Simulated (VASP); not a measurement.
Wanted: the native input for a VASP 6.6.1 run.

```yaml
Task: band structure
Functional: PBEsol
Potentials_or_basis: VASP PAW PBE potentials, release 64 (Sr_sv, O)
Cutoff: 520 eV
k_mesh: 8 × 8 × 8
Occupations: gaussian, width 0.02 eV
Spin: no spin polarisation
Further_INCAR_settings: ALGO = Normal; EDIFF = 1e-06; NBANDS = 15
```

SrO:

```
CELL_PARAMETERS angstrom
0.00000 2.56614 2.56614
2.56614 0.00000 2.56614
2.56614 2.56614 0.00000
ATOMIC_POSITIONS crystal
Sr 0.00000 0.00000 0.00000
O 0.50000 0.50000 0.50000
```

One way to write it, as run:

POSCAR

```
SrO
1.0
    0.0000000000      2.5661400000      2.5661400000
    2.5661400000      0.0000000000      2.5661400000
    2.5661400000      2.5661400000      0.0000000000
Sr O
1 1
Direct
    0.0000000000      0.0000000000      0.0000000000
    0.5000000000      0.5000000000      0.5000000000
```

INCAR.step1

```
SYSTEM = SrO
  PREC = Accurate
  ENCUT = 520
  EDIFF = 1E-6
  ISMEAR = 0
  SIGMA = 0.02
  LREAL = .False.
  LASPH = .True.
  NELM = 60
  ALGO = Normal
  ISIF = 2
  LWAVE = .False.
  LCHARG = .True.
  GGA = PS
  NBANDS = 15
```

KPOINTS.step1

```
Automatic mesh
0
Gamma
  8 8 8
  0 0 0
```

INCAR.step2

```
SYSTEM = SrO
  PREC = Accurate
  ENCUT = 520
  EDIFF = 1E-6
  ISMEAR = 0
  SIGMA = 0.05
  LREAL = .False.
  LASPH = .True.
  NELM = 60
  ALGO = Normal
  ISIF = 2
  LWAVE = .False.
  LCHARG = .False.
  GGA = PS
  NBANDS = 15
  ICHARG = 11
```

KPOINTS.step2

```
path GXWKGLUWLK,UX
10
line-mode
reciprocal
 0.0000000000  0.0000000000  0.0000000000  G
 0.5000000000  0.0000000000  0.5000000000  X

 0.5000000000  0.0000000000  0.5000000000  X
 0.5000000000  0.2500000000  0.7500000000  W

 0.5000000000  0.2500000000  0.7500000000  W
 0.3750000000  0.3750000000  0.7500000000  K

 0.3750000000  0.3750000000  0.7500000000  K
 0.0000000000  0.0000000000  0.0000000000  G

 0.0000000000  0.0000000000  0.0000000000  G
 0.5000000000  0.5000000000  0.5000000000  L

 0.5000000000  0.5000000000  0.5000000000  L
 0.6250000000  0.2500000000  0.6250000000  U

 0.6250000000  0.2500000000  0.6250000000  U
 0.5000000000  0.2500000000  0.7500000000  W

 0.5000000000  0.2500000000  0.7500000000  W
 0.5000000000  0.5000000000  0.5000000000  L

 0.5000000000  0.5000000000  0.5000000000  L
 0.3750000000  0.3750000000  0.7500000000  K

 0.6250000000  0.2500000000  0.6250000000  U
 0.5000000000  0.0000000000  0.5000000000  X
```

Potentials or basis: VASP PAW PBE potentials, release 64 (Sr_sv, O).

Launch:

```console
$ cat potpaw_PBE.64/Sr_sv/POTCAR potpaw_PBE.64/O/POTCAR > POTCAR
$ cp INCAR.step1 INCAR
$ cp KPOINTS.step1 KPOINTS
$ mpirun -np 1 vasp_std > vasp.out
$ cp INCAR.step2 INCAR
$ cp KPOINTS.step2 KPOINTS
$ mpirun -np 1 vasp_std > vasp.out
```

Results of the run:

* Band gap on the k mesh: 3.15 eV, indirect (least direct gap 3.23 eV)
* Band gap along the path: 3.15 eV, indirect (least direct gap 3.23 eV)

Caveat: the log is that of the step along the path at fixed density, whose energy, stress, charges and moments have no meaning.

Wall time 38 s on 1 thread of Intel(R) Xeon(R) Platinum 8488C (Sapphire Rapids), on a shared host, peak memory 0.18 GiB.
